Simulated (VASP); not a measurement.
# Sb (R-3m) in VASP: further runs, part 2 of 2

VASP 6.6.1.

## Step 3: Relaxation of cell and atoms, PBE+D3(BJ)

This run uses another cell than the first one, of 29.75 Å³/atom, 0.946 times its volume.

Contents of INCAR:

```
SYSTEM = Sb
  PREC = Accurate
  ENCUT = 600
  EDIFF = 1E-7
  ISMEAR = 0
  SIGMA = 0.03
  LREAL = .FALSE.
  LASPH = .TRUE.
  NELM = 80
  ALGO = Normal
  ISIF = 3
  LWAVE = .FALSE.
  LCHARG = .FALSE.
  GGA = PE
  IVDW = 12
  IBRION = 2
  NSW = 90
  EDIFFG = -0.005
```

Contents of KPOINTS:

```
regular mesh
0
G
  9 9 7
  0 0 0
```

Contents of POSCAR:

```
Sb                                      
1.0
    2.1627942591      1.2486898518      3.6719569070
   -2.1627942591      1.2486898518      3.6719569070
   -0.0000000000     -2.4973796940      3.6719569071
  Sb            
     2
Direct
     0.2365969974061598    0.2365969974061598    0.2365969974061538
     0.7634030025938403    0.7634030025938403    0.7634030025938462
```

Potentials or basis: VASP PAW PBE potentials, release 64 (Sb).

On the command line:

```
$ cat potpaw_PBE.64/Sb/POTCAR > POTCAR
$ mpirun -np 1 vasp_std > vasp.out
```

OUTCAR:

```text
SYSTEM = Sb
   PREC = Accurate
   ENCUT = 600
   EDIFF = 1E-7
   ISMEAR = 0
   LREAL = .FALSE.
   LASPH = .TRUE.
   NELM = 80
   ISIF = 3
   GGA = PE
   IVDW = 12
   IBRION = 2
   NSW = 90
   EDIFFG = -0.005
 IVDW          = 12

 ion  position               nearest neighbor table
   1  0.237  0.237  0.237-   2 2.93   2 2.93   2 2.93   2 3.28   2 3.28   2 3.28
   2  0.763  0.763  0.763-   1 2.93   1 2.93   1 2.93   1 3.28   1 3.28   1 3.28

  LATTYP: Found a trigonal (rhomboedric) cell.
 ALAT       =     4.4407401275
 COS(alpha) =     0.5255945227

  Lattice vectors:

 A1 = (   2.1627942591,   1.2486898518,   3.6719569070)
 A2 = (  -2.1627942591,   1.2486898518,   3.6719569070)
 A3 = (   0.0000000000,  -2.4973796940,   3.6719569071)

Analysis of symmetry for initial positions (statically):
=====================================================================
 Subroutine PRICEL returns:
 Original cell was already a primitive cell.

 Routine SETGRP: Setting up the symmetry group for a
 trigonal (rhombohedral) supercell.

 Subroutine GETGRP returns: Found 12 space group operations
 (whereof 12 operations were pure point group operations)
 out of a pool of 12 trial point group operations.

The static configuration has the point symmetry D_3d.

Analysis of symmetry for dynamics (positions and initial velocities):
=====================================================================
 Subroutine PRICEL returns:
 Original cell was already a primitive cell.

 Routine SETGRP: Setting up the symmetry group for a
 trigonal (rhombohedral) supercell.

 Subroutine GETGRP returns: Found 12 space group operations
 (whereof 12 operations were pure point group operations)
 out of a pool of 12 trial point group operations.

The dynamic configuration has the point symmetry D_3d.

[... 199 lines left out ...]
 -----------------------------------------------------------------------------------
    total drift:                                0.000000     -0.000000      0.000000

  FREE ENERGIE OF THE ION-ELECTRON SYSTEM (eV)
  ---------------------------------------------------
  free  energy   TOTEN  =        -9.2013903929 eV

  energy  without entropy=       -9.2012216714  energy(sigma->0) =       -9.20130603

--------------------------------------- Ionic step        2  -------------------------------------------

 number of electron      10.0000000 magnetization

 Free energy of the ion-electron system (eV)
  ---------------------------------------------------
  ext. energy  EPLUGINS =         0.00000000
  ---------------------------------------------------
  free energy    TOTEN  =        -8.24107095 eV

  energy without entropy =       -8.24090218  energy(sigma->0) =       -8.24098656

 E-fermi :   7.3964     XC(G=0):  -9.6090

 val. band max:        7.3610864709   @ k =   0.4444   0.4444   0.4286
 cond. band min:       7.3982904356   @ k =   0.3333   0.1111   0.1429
 fundamental gap:      0.0372039648
 Fermi energy:         7.3964489601

 k-point     1 :       0.0000    0.0000    0.0000
  band No.  band energies     occupation
      1      -5.3114      2.00000
      2       2.7494      2.00000
      3       5.4665      2.00000
      4       5.6032      2.00000
      5       5.6032      2.00000
      6       9.8171      0.00000
      7      10.2759      0.00000
      8      10.2759      0.00000
      9      12.3542      0.00000
[... 265 lines left out ...]
 k-point    24 :       0.4444    0.4444    0.0000
  band No.  band energies     occupation
      1      -3.0402      2.00000
      2      -0.3425      2.00000
      3       2.0325      2.00000
      4       3.7069      2.00000
      5       3.7373      2.00000
      6       9.1050      0.00000
      7      12.4151      0.00000
      8      12.7931      0.00000
      9      14.1045      0.00000

 [... further k-points ...]

------------------------ aborting loop because EDIFF is reached ----------------------------------------

 Edisp (eV)   -0.96032

 E8    (eV) :    -0.4480

  FORCE on cell =-STRESS in cart. coord.  units (eV):
  Direction    XX          YY          ZZ          XY          YZ          ZX
  --------------------------------------------------------------------------------------
  -------------------------------------------------------------------------------------
  Total      -0.00225    -0.00225    -0.00219     0.00000    -0.00000     0.00000
  in kB      -0.06070    -0.06070    -0.05908     0.00000    -0.00000     0.00000
  external pressure =       -0.06 kB  Pullay stress =        0.00 kB

 VOLUME and BASIS-vectors are now :
 -----------------------------------------------------------------------------
  energy-cutoff  :      600.00
  volume of cell :       59.49
      direct lattice vectors                 reciprocal lattice vectors
     2.162586906  1.248570136  3.672020248     0.231204581  0.133486027  0.090776551
    -2.162586906  1.248570136  3.672020248    -0.231204581  0.133486027  0.090776551
     0.000000000 -2.497140263  3.672020248     0.000000000 -0.266972054  0.090776551

 POSITION                                       TOTAL-FORCE (eV/Angst)
 -----------------------------------------------------------------------------------
      0.00000      0.00000      2.60674         0.000000      0.000000      0.004891
      0.00000      0.00000      8.40932         0.000000     -0.000000     -0.004891
 -----------------------------------------------------------------------------------
    total drift:                               -0.000000      0.000000     -0.000000

  FREE ENERGIE OF THE ION-ELECTRON SYSTEM (eV)
  ---------------------------------------------------
  free  energy   TOTEN  =        -9.2013954957 eV

  energy  without entropy=       -9.2012267231  energy(sigma->0) =       -9.20131111

 reached required accuracy - stopping structural energy minimisation
```

It took 36 s on 1 thread of Intel Xeon 6975P-C (Granite Rapids), shared host; peak memory 0.28 GiB.

Results:

- Free energy: -9.2014 eV
- Relaxed volume: 29.74 Å³/atom
- Relaxed cell: a = 4.441 Å, b = 4.441 Å, c = 4.441 Å, α = 58.29°, β = 58.29°, γ = 58.29°
- Space group after relaxing (to 0.05 Å): R-3m (No. 166)
- Energy gained by relaxing: 0.0 meV/atom
- Ionic steps: 2
- Pressure after relaxing: 0.0 GPa
- Largest force after relaxing: 0.005 eV/Å
- Band gap on the k mesh: none (metal or under the smearing width)
- Dispersion energy per atom: -0.480 eV

Forces in eV/Å, atoms in the order of the input:
```
Sb   0.000  0.000  0.005
Sb   0.000  0.000 -0.005
```

Final structure:
```
Sb
1.0
     2.16259    1.24857    3.67202
    -2.16259    1.24857    3.67202
     0.00000   -2.49714    3.67202
Sb
2
Direct
  0.23663 0.23663 0.23663
  0.76337 0.76337 0.76337
```

Caveat: pairwise dispersion overbinds metals, which lowers pressure and volume. Spin-orbit coupling is left out, which matters for the levels of Sb.
